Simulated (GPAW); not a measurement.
Runs of GPAW 26.7.0 on BaTiO3. Symmetry: P4mm, No. 99, tetragonal system. The conventional cell has a = 4.000 Å, b = 4.000 Å, c = 4.018 Å, α = 90.00°, β = 90.00°, γ = 90.00°. Ba (site symmetry 4mm) is surrounded by 12 O at 2.79 to 2.88 Å. Ti (site symmetry 4mm) is surrounded by 6 O at 1.89 to 2.13 Å. O (site symmetry 2mm) is surrounded by 2 Ti at 2.00 Å. O (site symmetry 4mm) is surrounded by 2 Ti at 1.89 to 2.13 Å. 

| task | level | potentials or basis | spin | cell | k mesh | eigensolver | maxiter | band path | band points | spin axis theta (degrees) | other keys | mesh quality | gap on the mesh (eV) | pressure (GPa) | relaxed volume (Å³/atom) | largest force (eV/Å) |
| --- | --- | --- | --- | --- | --- | --- | --- | --- | --- | --- | --- | --- | --- | --- | --- | --- |
| band structure | BLYP | PAW data sets generated in the run's folder for this functional, pw | SOC, no magnetisation | as given | 4 × 4 × 4 | davidson | 150 | GXMGZRAZ,XR,MA | 80 | 90 | - | coarse | (b) | 9.2 | - | 0.28 |
| band structure | LDA | the program's PAW data sets (release 1.2.1) made for this functional, pw | off | as given | 5 × 5 × 5 | - | 150 | GXMGZRAZ,XR,MA | 60 | - | - | not flagged | 1.88 | -7.2 | - | 0.39 |
| relaxation of cell and atoms | PBEsol+D3(BJ) | PAW data sets generated in the run's folder for this functional, pw | off | relaxed | 5 × 5 × 5 | - | 150 | - | - | - | - | not flagged | 2.00 | 0.1 | 12.44 | 0.02 |
| single point | PBEsol | PAW data sets generated in the run's folder for this functional, pw | off | as given | 7 × 7 × 7 | - | 150 | - | - | - | - | not flagged | 1.86 | (a) | - | 0.28 |
| band structure | PBEint | PAW data sets generated in the run's folder for this functional, pw | SOC, no magnetisation | as given | 4 × 4 × 4 | - | 150 | GXMGZRAZ,XR,MA | 100 | 90 | - | coarse | 1.77 | -0.2 | - | 0.29 |
| single point | PBE | GPAW PAW data sets (gpaw-data 1.2.1), pw | off | as given | 9 × 9 × 9 | - | 100 | - | - | - | several, not listed | not flagged | 1.88 | 3.8 | - | 0.25 |
| relaxation of cell and atoms | PBEsol+D3(BJ)+ATM | PAW data sets generated in the run's folder for this functional, pw | off | relaxed | 5 × 5 × 5 | - | 150 | - | - | - | - | not flagged | 2.00 | 0.0 | 12.48 | 0.02 |

Alike in all rows: cutoff (eV) 800; smearing fermi-dirac 0.05 eV.

**Question.** Fill in the values left out.

**Answer.** (a) -2.4; (b) 1.83.

Caveats: spin-orbit coupling is left out, which moves the levels of the heavy elements (some runs); an odd mesh through Γ misses points on the zone boundary, where band edges often lie (some runs); spin-orbit coupling was added after a scalar SCF, so levels and gaps hold it while energy, forces, pressure and moments don't (some runs); this program's spin-orbit splittings come out too wide for heavy elements (some runs); later steps reuse the first step's grids (some runs); the mesh misses the band edges, which the band path finds closer together (some runs).

A k mesh can miss the band edges, and rows without SOC leave out spin-orbit coupling on Ba.
